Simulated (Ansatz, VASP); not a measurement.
TaN: VASP beside Ansatz

```xyz
2
Lattice="0.0000 2.2879 2.1790 2.2879 0.0000 2.1790 2.2879 2.2879 0.0000" Properties=species:S:1:pos:R:3 pbc="T T T"
Ta    2.2879    2.2879    2.1790
N     0.0000    0.0000    0.0000
```

Change from the starting cell: strain +0.050 along x and y, +0.000 along z, atoms carried along.

Alike in both runs: task single point; functional PBEsol; k mesh 18 × 18 × 18; occupations gaussian, width 0.15 eV; no spin polarisation.

|  | VASP | Ansatz |
| --- | --- | --- |
| version | VASP 6.6.1 | Ansatz 0.2.0 |
| potentials or method | VASP PAW PBE potentials, release 64 (Ta_pv, N) | scalar-relativistic, plane waves, PAW |
| plane-wave cutoff (eV) | 520 | 420 |
| valence electrons in the cell | 16 | 18 |

|  | VASP | Ansatz | Ansatz less VASP |
| --- | --- | --- | --- |
| gap on the k mesh at the Fermi level (eV) | none | none | - |
| pressure (GPa) | -22.8 | -23.5 | -0.64 |
| largest component of the traceless stress (GPa) | 14.32 | 14.20 | -0.118 |

A gap of «none» marks a metal or a gap that the smearing closes. The two sets of potentials don't hold the same shells in valence.

Caveats: so large a pressure means that the cell lies far from this level's equilibrium, or that cutoff or potentials fall short (VASP); the potentials were made for another functional, which shifts forces and pressure (VASP). The runs have no spin-orbit coupling, so splittings on Ta are missing.
